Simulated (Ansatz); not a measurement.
Crystal: EuS.

```
Eu S
1.0
     0.00000    2.97850    2.97850
     2.97850    0.00000    2.97850
     2.97850    2.97850    0.00000
Eu S
1 1
Direct
  0.00000 0.00000 0.00000
  0.50000 0.50000 0.50000
```

Base run:

```yaml
Program: Ansatz 0.2.0
Functional: PBE
Potentials_or_basis: all-electron LAPW, scalar-relativistic
Cutoff: 206 eV (chosen from the basis error)
Basis_error_allowed: 0.001 eV/atom
k_mesh: 8 × 8 × 8
Occupations: fermi-dirac, width 0.05 eV
Spin: collinear spin, ferromagnetic start
Starting_moments: "[7.0, 0.0] μB"
```

Its results: pressure -2.4 GPa; net moment 6.98 μB per cell; site moments Eu +6.91; S -0.07 μB.

Question: The run is repeated on the same cell with these changes: functional from PBE to PBEsol. What comes out?

Answer: Pressure -5.4 GPa; net moment 6.98 μB per cell; site moments Eu +6.91; S -0.07 μB.

PBEsol binds more tightly than PBE, so the same cell stands under less pressure.

Caveats: an open f shell can end in a state above the lowest; a cell with one magnetic atom can't hold antiferromagnetic order, which such compounds often take.
